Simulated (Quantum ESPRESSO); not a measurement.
# Ta (P-1) in Quantum ESPRESSO: single point with PBE

Aim: the single point of Ta with PBE.

Program: Quantum ESPRESSO 7.5. These are calculated values, not measurements. Logs are shortened: lines on timing, memory, paths and dates and some standing lists are left out, and cuts for length are marked.

### 1 Starting point

The typed cell holds 2 atoms: a = 2.900 Å, b = 2.900 Å, c = 5.166 Å, α = 90.00°, β = 90.00°, γ = 120.00°.

This isn't the form of Ta at room conditions, which is bcc.

### 2 Single point, PBE

Contents of run.py:

```python
import numpy as np
from ase.calculators.espresso import Espresso, EspressoProfile
from ase.io import read

atoms = read('POSCAR')

input_data = {
    'control': {'calculation': 'scf', 'prefix': 'pwscf', 'outdir': './tmp', 'tprnfor': True, 'tstress': True, 'disk_io': 'nowf'},
    'system': {'ecutwfc': 132.0, 'nbnd': 37, 'input_dft': 'pbe', 'occupations': 'tetrahedra_opt'},
    'electrons': {'conv_thr': 4e-10, 'electron_maxstep': 120, 'mixing_beta': 0.5},
}
pseudopotentials = {'Ta': 'Ta.upf'}
profile = EspressoProfile(command='pw.x', pseudo_dir='pseudo')
dft = Espresso(profile=profile, input_data=input_data, pseudopotentials=pseudopotentials, kpts=(6, 6, 3), koffset=(0, 0, 0))
atoms.calc = dft

print(f'energy {atoms.get_potential_energy():.8f} eV')
print('forces (eV/A)')
print(np.round(atoms.get_forces(), 6))
print('stress (eV/A^3, Voigt)')
print(np.round(atoms.get_stress(), 8))
print(f'Fermi level {dft.get_fermi_level():.4f} eV')
```

Contents of POSCAR:

```
Ta
1.0
    2.9003720700      0.0000000000      0.0000000000
   -1.4501860400      2.5117959000      0.0000000000
    0.0000000000      0.0000000000      5.1662740000
Ta
2
Direct
    0.5850063500      0.2944316600      0.7321313500
    0.4149936500      0.7055683400      0.2678686500
```

Potentials or basis: PseudoDojo 0.4 SR PBEsol stringent.

Command:

```bash
> OMP_NUM_THREADS=1 python run.py
```

What it wrote:

```text
energy -17660.09744654 eV
forces (eV/A)
[[-0.414907 -0.280599  1.743593]
 [ 0.414907  0.280599 -1.743593]]
stress (eV/A^3, Voigt)
[-0.00421893 -0.04877529  0.01404689  0.00942764  0.01316087  0.04067897]
Fermi level 22.7465 eV
```

espresso.pwi:

```text
&CONTROL
   calculation      = 'scf'
   tstress          = .true.
   tprnfor          = .true.
   outdir           = './tmp'
   prefix           = 'pwscf'
   disk_io          = 'nowf'
   pseudo_dir       = 'pseudo'
/
&SYSTEM
   nbnd             = 37
   ecutwfc          = 132.0
   occupations      = 'tetrahedra_opt'
   input_dft        = 'pbe'
   ntyp             = 1
   nat              = 2
   ibrav            = 0
/
&ELECTRONS
   electron_maxstep = 120
   conv_thr         = 4e-10
   mixing_beta      = 0.5
/
&IONS
/
&CELL
/
&FCP
/
&RISM
/
ATOMIC_SPECIES
Ta 180.94788 Ta.upf

K_POINTS automatic
6 6 3  0 0 0

CELL_PARAMETERS angstrom
2.90037207000000 0.00000000000000 0.00000000000000
-1.45018604000000 2.51179590000000 0.00000000000000
0.00000000000000 0.00000000000000 5.16627400000000

ATOMIC_POSITIONS angstrom
Ta 1.2697553952 0.7395522364 3.7823911581  
Ta 0.1804306348 1.7722436636 1.3838828419
```

espresso.pwo:

```text
This program is part of the open-source Quantum ESPRESSO suite
     for quantum simulation of materials; please cite
         "P. Giannozzi et al., J. Phys.:Condens. Matter 21 395502 (2009);
         "P. Giannozzi et al., J. Phys.:Condens. Matter 29 465901 (2017);
         "P. Giannozzi et al., J. Chem. Phys. 152 154105 (2020);
     in publications or presentations arising from this work. More details at

Warning: card &CELL ignored
Warning: card &FCP ignored
Warning: card &RISM ignored

     Message from routine iosys:
     BEWARE:  force calculation with tetrahedra (not recommanded)
     Message from routine iosys:
     BEWARE: stress calculation with tetrahedra (not recommanded)

     IMPORTANT: XC functional enforced from input :
     Exchange-correlation= PBE
                           (   1   4   3   4   0   0   0)
     Any further DFT definition will be discarded
     Please, verify this is what you really want

     Message from routine setup:
     using ibrav=0 with symmetry is DISCOURAGED, use correct ibrav instead
     [opt_tetra]  Optimized tetrahedron method is used.

     G-vector sticks info
     --------------------
     sticks:   dense  smooth     PW     G-vecs:    dense   smooth      PW
     Sum        1099    1099    313                51917    51917    7959

     Using Slab Decomposition

     bravais-lattice index     =            0
     lattice parameter (alat)  =       5.4809  a.u.
     unit-cell volume          =     253.9874 (a.u.)^3
     number of atoms/cell      =            2
     number of atomic types    =            1
     number of electrons       =        54.00
     number of Kohn-Sham states=           37
     kinetic-energy cutoff     =     132.0000  Ry
     charge density cutoff     =     528.0000  Ry
     scf convergence threshold =      4.0E-10
     mixing beta               =       0.5000
     number of iterations used =            8  plain     mixing
     Exchange-correlation= PBE
                           (   1   4   3   4   0   0   0)

     celldm(1)=   5.480909  celldm(2)=   0.000000  celldm(3)=   0.000000
     celldm(4)=   0.000000  celldm(5)=   0.000000  celldm(6)=   0.000000

     crystal axes: (cart. coord. in units of alat)
               a(1) = (   1.000000   0.000000   0.000000 )
               a(2) = (  -0.500000   0.866025   0.000000 )
               a(3) = (   0.000000   0.000000   1.781245 )

     reciprocal axes: (cart. coord. in units 2 pi/alat)
               b(1) = (  1.000000  0.577350 -0.000000 )
               b(2) = (  0.000000  1.154701  0.000000 )
               b(3) = (  0.000000 -0.000000  0.561405 )

     PseudoPot. # 1 for Ta read from file:
     Ta.upf
     Pseudo is Norm-conserving + core correction, Zval = 27.0
     Generated using ONCVPSP code by D. R. Hamann
     Using radial grid of 1432 points,  8 beta functions with:
                l(1) =   0
                l(2) =   0
                l(3) =   1
                l(4) =   1
                l(5) =   2
                l(6) =   2
                l(7) =   3
                l(8) =   3

     atomic species   valence    mass     pseudopotential
     Ta               27.00   180.94788     Ta( 1.00)

      2 Sym. Ops., with inversion, found

   Cartesian axes

     site n.     atom                  positions (alat units)
         1        Ta     tau(   1) = (   0.4377905   0.2549853   1.3041055  )
         2        Ta     tau(   2) = (   0.0622095   0.6110401   0.4771398  )

     number of k points=    56 (tetrahedron method)
                       cart. coord. in units 2pi/alat
        k(    1) = (   0.0000000   0.0000000   0.0000000), wk =   0.0185185
        k(    2) = (   0.0000000   0.0000000   0.1871350), wk =   0.0370370
        k(    3) = (   0.0000000   0.1924501   0.0000000), wk =   0.0370370
        k(    4) = (   0.0000000   0.1924501   0.1871350), wk =   0.0370370
        k(    5) = (   0.0000000   0.3849002   0.0000000), wk =   0.0370370
        k(    6) = (   0.0000000   0.3849002   0.1871350), wk =   0.0370370
[... 48 lines left out ...]
        k(   55) = (  -0.1666667  -0.4811252   0.1871350), wk =   0.0370370
        k(   56) = (   0.3333333  -0.5773503  -0.1871350), wk =   0.0370370

     Dense  grid:    51917 G-vectors     FFT dimensions: (  45,  45,  72)

     Initial potential from superposition of free atoms

     starting charge      53.9983, renormalised to      54.0000
     Starting wfcs are   34 randomized atomic wfcs +    3 random wfcs

     Self-consistent Calculation

     iteration #  1     ecut=   132.00 Ry     beta= 0.50
     Davidson diagonalization with overlap
     ethr =  1.00E-02,  avg # of iterations =  3.6

     Threshold (ethr) on eigenvalues was too large:
     Diagonalizing with lowered threshold

     Davidson diagonalization with overlap
     ethr =  1.40E-04,  avg # of iterations =  2.7

     total energy              =   -1297.97702962 Ry
     estimated scf accuracy    <       0.07908446 Ry

     iteration #  2     ecut=   132.00 Ry     beta= 0.50
     Davidson diagonalization with overlap
     ethr =  1.46E-04,  avg # of iterations =  2.3

     total energy              =   -1297.98220239 Ry
     estimated scf accuracy    <       0.04581532 Ry

     iteration #  3     ecut=   132.00 Ry     beta= 0.50
     Davidson diagonalization with overlap
     ethr =  8.48E-05,  avg # of iterations =  2.2

     total energy              =   -1297.99208138 Ry
     estimated scf accuracy    <       0.00946351 Ry
[... 33 lines left out ...]
     total energy              =   -1297.99333497 Ry
     estimated scf accuracy    <       0.00000001 Ry

     iteration #  9     ecut=   132.00 Ry     beta= 0.50
     Davidson diagonalization with overlap
     ethr =  2.03E-11,  avg # of iterations =  2.0

     total energy              =   -1297.99333498 Ry
     estimated scf accuracy    <          2.6E-09 Ry

     iteration # 10     ecut=   132.00 Ry     beta= 0.50
     Davidson diagonalization with overlap
     ethr =  4.83E-12,  avg # of iterations =  2.0

     End of self-consistent calculation

          k = 0.0000 0.0000 0.0000 (  6461 PWs)   bands (ev):

   -44.9546 -44.8761 -11.8556 -10.9144 -10.8922 -10.8051 -10.7981 -10.7104
     3.2753   3.2786   3.2825   3.2846   3.2927   3.2937   3.2964   3.3137
     3.3168   3.3229   3.3302   3.3538   3.3735   3.3773  14.6029  17.8561
    21.7371  22.9078  23.1572  23.6358  23.9036  24.1769  25.0084  26.7777
    26.9490  29.0201  31.1747  35.2369  36.2399

          k = 0.0000 0.0000 0.1871 (  6498 PWs)   bands (ev):

   -44.9437 -44.8871 -11.6871 -11.1037 -10.8664 -10.8038 -10.7976 -10.7368
     3.2758   3.2802   3.2819   3.2855   3.2900   3.2908   3.2990   3.3202
     3.3222   3.3225   3.3257   3.3476   3.3737   3.3760  15.4863  17.2702
    21.2205  22.3169  23.2873  23.5392  23.5625  23.8942  25.7589  27.0436
    27.1467  28.0209  33.0761  35.5697  36.3014

          k = 0.0000 0.1925 0.0000 (  6505 PWs)   bands (ev):
[... 369 lines left out ...]
   -44.8510 -44.8122 -11.7500 -11.6927 -11.4073 -11.2870 -11.0893 -10.9650
     3.2759   3.2818   3.2875   3.2921   3.2995   3.3018   3.3112   3.3138
     3.3172   3.3256   3.3356   3.3387   3.3472   3.3496  19.1626  19.6487
    20.2688  21.2908  22.2297  23.2556  24.3219  25.6708  26.3567  28.4566
    30.1879  30.6518  32.6622  33.9532  35.1140

          k = 0.3333-0.3849 0.1871 (  6515 PWs)   bands (ev):

   -44.8341 -44.8287 -11.8051 -11.7801 -11.2517 -11.1926 -11.1022 -11.0619
     3.2747   3.2859   3.2891   3.2931   3.2968   3.2977   3.3064   3.3094
     3.3276   3.3315   3.3371   3.3392   3.3452   3.3475  18.9848  19.3327
    20.4334  21.2986  22.5002  22.8894  24.3085  25.8639  27.4723  28.5660
    30.0866  30.7193  32.5644  34.2041  35.1967

          k =-0.3333-0.3849-0.1871 (  6515 PWs)   bands (ev):

   -44.8509 -44.8123 -11.7641 -11.6631 -11.4456 -11.2480 -11.1107 -10.9599
     3.2749   3.2828   3.2892   3.2900   3.2994   3.3026   3.3114   3.3138
     3.3171   3.3254   3.3352   3.3391   3.3469   3.3499  19.0662  20.0948
    20.2820  20.7254  22.4139  23.2881  24.3462  25.8107  25.9097  28.7677
    30.2553  30.6565  32.9786  33.6089  34.9243

          k = 0.5000-0.0962-0.1871 (  6515 PWs)   bands (ev):

   -44.8429 -44.8201 -11.7999 -11.7297 -11.3437 -11.2212 -11.0962 -11.0020
     3.2735   3.2858   3.2896   3.2932   3.2948   3.3001   3.3088   3.3116
     3.3222   3.3298   3.3338   3.3396   3.3477   3.3493  18.9335  19.4272
    20.6355  21.5488  22.0665  22.8865  24.2184  25.8223  27.0003  28.9957
    30.0289  30.5349  32.8555  33.7156  35.7709

          k =-0.5000 0.0962-0.1871 (  6515 PWs)   bands (ev):

   -44.8427 -44.8203 -11.7765 -11.7582 -11.3358 -11.2056 -11.1160 -11.0008
     3.2741   3.2842   3.2902   3.2918   3.2951   3.3037   3.3068   3.3114
     3.3246   3.3270   3.3343   3.3397   3.3471   3.3498  18.9718  19.2512
    20.8362  21.4350  22.4330  22.7770  23.9867  25.8573  26.9897  29.0049
    29.9910  30.3925  32.6958  33.8705  36.1175
[... 11 lines left out ...]
   -44.8431 -44.8199 -11.8009 -11.7275 -11.3481 -11.2205 -11.0957 -10.9999
     3.2747   3.2844   3.2885   3.2936   3.2957   3.3005   3.3082   3.3120
     3.3217   3.3309   3.3334   3.3391   3.3475   3.3496  18.9295  19.4445
    20.6368  21.5231  22.0644  22.9101  24.2188  25.8131  26.9827  29.0020
    30.0238  30.5500  32.8732  33.6849  35.7277

          k = 0.3333-0.5774-0.1871 (  6531 PWs)   bands (ev):

   -44.8306 -44.8113 -11.6636 -11.6242 -11.5668 -11.4423 -11.1545 -11.0234
     3.2826   3.2852   3.2907   3.2930   3.2982   3.3012   3.3017   3.3043
     3.3157   3.3246   3.3325   3.3401   3.3521   3.3529  20.1844  20.3311
    20.5838  21.1481  22.0744  22.3820  23.9012  25.4965  27.3152  28.0734
    30.4253  31.2278  33.0547  33.7005  34.6384

     the Fermi energy is    22.7465 ev

!    total energy              =   -1297.99333498 Ry
     estimated scf accuracy    <          1.8E-11 Ry

     The total energy is the sum of the following terms:
     one-electron contribution =    -654.79483949 Ry
     hartree contribution      =     399.16114196 Ry
     xc contribution           =    -210.13813873 Ry
     ewald contribution        =    -832.22149872 Ry

     convergence has been achieved in  10 iterations

     Forces acting on atoms (cartesian axes, Ry/au):

     atom    1 type  1   force =    -0.01613733   -0.01091357    0.06781496
     atom    2 type  1   force =     0.01613733    0.01091357   -0.06781496

     Total force =     0.099784     Total SCF correction =     0.000027

     Computing stress (Cartesian axis) and pressure

          total   stress  (Ry/bohr**3)                   (kbar)     P=       20.80
   0.00004595  -0.00044305  -0.00014334            6.76      -65.18      -21.09
  -0.00044305   0.00053123  -0.00010268          -65.18       78.15      -15.10
  -0.00014334  -0.00010268  -0.00015299          -21.09      -15.10      -22.51

=------------------------------------------------------------------------------=
   JOB DONE.
=------------------------------------------------------------------------------=
```

It took 4.3 min on 1 thread of Intel Xeon Platinum 8259CL at 2.50GHz (Skylake/Cascade Lake), shared host; peak memory 0.32 GiB.

Results:

* Free energy: -17660.0990 eV
* Pressure: 2.1 GPa
* Largest force: 1.814 eV/Å
* Band gap on the k mesh: none (metal or under the smearing width)

Forces on the atoms (eV/Å):
```
Ta  -0.415 -0.281  1.744
Ta   0.415  0.281 -1.744
```

Caveat: the k mesh is coarse (spacing up to 0.42 Å⁻¹), so the values aren't converged; the potentials were made for another functional, which shifts forces and pressure.

### 3 The reference run

An earlier run on the cell as given: functional PBE; potentials or basis SSSP 1.3 efficiency PBE; cutoff 748 eV; density cutoff 5987 eV; k mesh 11 × 11 × 5; occupations fermi-dirac, width 0.05 eV; no spin polarisation.

- Pressure: 1.5 GPa
- Largest force: 1.902 eV/Å
- Band gap on the k mesh: none (metal or under the smearing width)
